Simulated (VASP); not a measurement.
Write the native input for VASP 6.6.1 that does the following.

- Task: relaxation of cell and atoms
- Functional: PBEsol
- Potentials or basis: VASP PAW PBE potentials, release 64 (Ga_d, N)
- Cutoff: 600 eV
- k mesh: 10 × 10 × 10
- Occupations: gaussian, width 0.01 eV
- Spin: no spin polarisation
- Target pressure: 50 GPa
- Dipole correction: no
- Further INCAR settings: ALGO = Normal; EDIFF = 1e-06; IBRION = 2; EDIFFG = -0.001; NSW = 80; ISIF = 3
- Target pressure: 50 GPa

The structure of GaN lies in POSCAR:

```
GaN
1.0
    0.0000000000      2.2490690278      2.2490690278
    2.2490690278      0.0000000000      2.2490690278
    2.2490690278      2.2490690278      0.0000000000
Ga N
1 1
Direct
    0.0000000000      0.0000000000      0.0000000000
    0.7500000000      0.7500000000      0.7500000000
```

The cell is a database's computed one.

One way to write it, as run:

INCAR

```
ALGO = Normal
EDIFF = 1E-6
EDIFFG = -0.001
ENCUT = 600
GGA = PS
IBRION = 2
ISIF = 3
ISMEAR = 0
LASPH = T
LCHARG = F
LREAL = F
LWAVE = F
NELM = 100
NSW = 80
PREC = Accurate
PSTRESS = 500.0
SIGMA = 0.01
```

KPOINTS

```
k-points
0
Gamma
  10 10 10
```

Potentials or basis: VASP PAW PBE potentials, release 64 (Ga_d, N).

The run is started by

```sh
$ cat potpaw_PBE.64/Ga_d/POTCAR potpaw_PBE.64/N/POTCAR > POTCAR
$ mpirun -np 1 vasp_std > vasp.out
```

Results of the run:

- Relaxed volume: 9.49 Å³/atom
- Relaxed cell: a = 2.994 Å, b = 2.994 Å, c = 2.994 Å, α = 60.00°, β = 60.00°, γ = 60.00°
- Space group after relaxing (to 0.05 Å): F-43m (No. 216)
- Energy change on relaxing (the enthalpy is what falls): +248.2 meV/atom
- Ionic steps: 15
- Pressure after relaxing: 50.0 GPa
- Band gap on the k mesh: 2.87 eV, direct

Caveat: the cell is relaxed towards a set pressure, so the enthalpy falls and the energy may rise; the volume moved by over 15 % at a fixed basis, so the end points are rough; the PAW data sets were made with another functional, which shifts forces and pressure a little.

It took 110 s on 1 thread of Intel(R) Xeon(R) Platinum 8488C (Sapphire Rapids), with other jobs on the host, peak memory 0.17 GiB.
